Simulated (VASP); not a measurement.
## A VASP 6.6.1 single-point calculation on WSe2

INCAR

```
LASPH = .TRUE.
GGA = PS
LCHARG = .FALSE.
LWAVE = .FALSE.
NBANDS = 20
ISIF = 2
ENCUT = 520
EDIFF = 1E-7
NELM = 120
ISMEAR = -4
LREAL = .FALSE.
SIGMA = 0.3
NSW = 0
IBRION = -1
PREC = Accurate
```

KPOINTS

```
KPOINTS created by Atomic Simulation Environment
0
Gamma
8 8 8
0 0 0
```

POSCAR

```
W  Se
 1.0000000000000000
     0.0000000000000000    3.0924832561503570    3.0924832561503570
     3.0924832561503570   -0.0000000000000000    3.0924832561503570
     3.0924832561503570    3.0924832561503570    0.0000000000000000
 W   Se
   1   2
Cartesian
 -0.0000000000000000  0.0000000000000000  0.0000000000000000
  1.5462416280751785  1.5462416280751785  1.5462416280751785
  4.6387248842255353  4.6387248842255353  4.6387248842255353
```

The recommended PBE PAW datasets give the neutral cell 26 valence electrons.

Command

```
mpirun -np 1 vasp_std
```

OSZICAR

```
N       E                     dE             d eps       ncg     rms          rms(c)
DAV:   1     0.186955294028E+03    0.18696E+03   -0.12854E+04  1160   0.128E+03
DAV:   2    -0.125255765874E+02   -0.19948E+03   -0.19416E+03  1388   0.327E+02
DAV:   3    -0.217245787794E+02   -0.91990E+01   -0.90405E+01  1424   0.642E+01
DAV:   4    -0.218395956255E+02   -0.11502E+00   -0.11486E+00  1360   0.761E+00
DAV:   5    -0.218406378585E+02   -0.10422E-02   -0.10421E-02  1404   0.791E-01    0.162E+01
DAV:   6    -0.212526017303E+02    0.58804E+00   -0.10943E+01  1228   0.152E+01    0.566E+00
DAV:   7    -0.209129403165E+02    0.33966E+00   -0.24142E+00  1236   0.730E+00    0.503E+00
DAV:   8    -0.208727305612E+02    0.40210E-01   -0.15144E-01  1304   0.251E+00    0.215E-01
DAV:   9    -0.208725091799E+02    0.22138E-03   -0.24253E-03  1300   0.368E-01    0.140E-01
DAV:  10    -0.208724866721E+02    0.22508E-04   -0.12549E-03  1356   0.256E-01    0.773E-02
DAV:  11    -0.208724842915E+02    0.23806E-05   -0.62963E-05  1336   0.657E-02    0.116E-02
DAV:  12    -0.208724925135E+02   -0.82220E-05   -0.12034E-05  1308   0.234E-02    0.509E-03
DAV:  13    -0.208724928123E+02   -0.29877E-06   -0.43972E-07  1380   0.471E-03    0.149E-03
DAV:  14    -0.208724929439E+02   -0.13157E-06   -0.67808E-08  1040   0.147E-03    0.399E-04
DAV:  15    -0.208724929499E+02   -0.60249E-08   -0.21114E-09   740   0.350E-04
   1 F= -.20872493E+02 E0= -.20872493E+02  d E =0.000000E+00
```

From OUTCAR

```
k-points           NKPTS =     29   k-points in BZ     NKDIM =     29   number of bands    NBANDS=     20

   NELECT =      26.0000    total number of electrons

   dimension x,y,z NGX =    36 NGY =   36 NGZ =   36
   dimension x,y,z NGXF=    72 NGYF=   72 NGZF=   72

  energy-cutoff  :      520.00
  volume of cell :       59.15
      direct lattice vectors                 reciprocal lattice vectors
     0.000000000  3.092483256  3.092483256    -0.161682363  0.161682363  0.161682363
     3.092483256  0.000000000  3.092483256     0.161682363 -0.161682363  0.161682363
     3.092483256  3.092483256  0.000000000     0.161682363  0.161682363 -0.161682363

 k-points in reciprocal lattice and weights: KPOINTS created by Atomic Simulation Env
   0.00000000  0.00000000  0.00000000       0.002
   0.12500000  0.00000000  0.00000000       0.016
   0.25000000  0.00000000  0.00000000       0.016
   0.37500000  0.00000000  0.00000000       0.016
   0.50000000  0.00000000  0.00000000       0.008
   0.12500000  0.12500000  0.00000000       0.012
   0.25000000  0.12500000  0.00000000       0.047
   0.37500000  0.12500000  0.00000000       0.047
   ...

 E-fermi :   6.6917

 k-point     1 :       0.0000    0.0000    0.0000
  band No.  band energies     occupation
      1     -67.4053      2.00000
      2     -31.6051      2.00000
      3     -31.6051      2.00000
      4     -31.6051      2.00000
      5      -8.9944      2.00000
      6      -4.7386      2.00000
      7       0.8443      2.00000
      8       0.8443      2.00000
      9       0.8443      2.00000
     10       5.8539      2.00000
     11       5.8539      2.00000
     12       6.2249      2.00000
     13       6.2249      1.89898
     14       6.2249      1.60756
     15      10.7487      0.00000
     16      10.9403      0.00000
     17      10.9403      0.00000
     18      10.9403      0.00000
     19      11.1174      0.00000
     20      11.1174      0.00000

 k-point     2 :       0.1250    0.0000    0.0000
  band No.  band energies     occupation
      1     -67.4053      2.00000
      2     -31.6076      2.00000
      3     -31.6055      2.00000
      4     -31.6055      2.00000
      5      -8.8466      2.00000
      6      -5.0141      2.00000
      7       0.9532      2.00000
      8       0.9532      2.00000
      9       1.2795      2.00000
     10       5.0818      2.00000
     11       5.0818      2.00000
     12       5.4396      2.00000
     13       6.8571      1.46675
     14       6.8571      0.18497
     15       9.3834      0.00000
     16      10.3692      0.00000
     17      10.3692      0.00000
     18      11.4141      0.00000
     19      11.9787      0.00000
     20      11.9787      0.00000

 k-point     3 :       0.2500    0.0000    0.0000
  band No.  band energies     occupation
      1     -67.4052      2.00000
      2     -31.6135      2.00000
      3     -31.6064      2.00000
      4     -31.6064      2.00000
      5      -8.4307      2.00000
      6      -5.6302      2.00000
      7       1.2436      2.00000
      8       1.2436      2.00000
      9       2.2316      2.00000
     10       4.0152      2.00000
     11       4.3171      2.00000
     12       4.3171      2.00000
     13       6.9721      1.27609
     14       6.9721      0.00377
     15       8.3539      0.00000
     16      10.3394      0.00000
     17      10.3394      0.00000
     18      12.2420      0.00000
     19      13.1324      0.00000
     20      13.1324      0.00000

 ...

  Total       -1.3696763     -1.3696763     -1.3696763      0.0000000      0.0000000     -0.0000000
  in kB      -37.1002190    -37.1002190    -37.1002190      0.0000000      0.0000000     -0.0000000
  external PRESSURE =     -37.1002190 kB  Pullay stress =       0.0000000 kB

 POSITION                                       TOTAL-FORCE (eV/Angst)
 -----------------------------------------------------------------------------------
      0.00000      0.00000      0.00000         0.000000      0.000000      0.000000
      1.54624      1.54624      1.54624        -0.000000     -0.000000     -0.000000
      4.63872      4.63872      4.63872         0.000000      0.000000     -0.000000
 -----------------------------------------------------------------------------------
    total drift:                               -0.000000      0.000000      0.000000

  FREE ENERGIE OF THE ION-ELECTRON SYSTEM (eV)
  ---------------------------------------------------
  free  energy   TOTEN  =       -20.8724929499 eV

  energy  without entropy=      -20.8724929499  energy(sigma->0) =      -20.87249295
```

It converged. Results: gap between bands v and c on the k mesh -0.86 eV (bands overlap: a metal); least direct gap on the k mesh 0.00 eV; pressure -3.7 GPa. Band v is the last that the valence electrons fill when counted band by band, and c is the next.

For comparison, a separate PBEsol run of the intended cell, on usual settings and not on those above, gives a gap of -0.89 eV on its mesh and a pressure of -4.3 GPa.

The run above took about 47 s on one core of a shared host (Intel Xeon Platinum 8488C) and held 0.2 GiB at most.
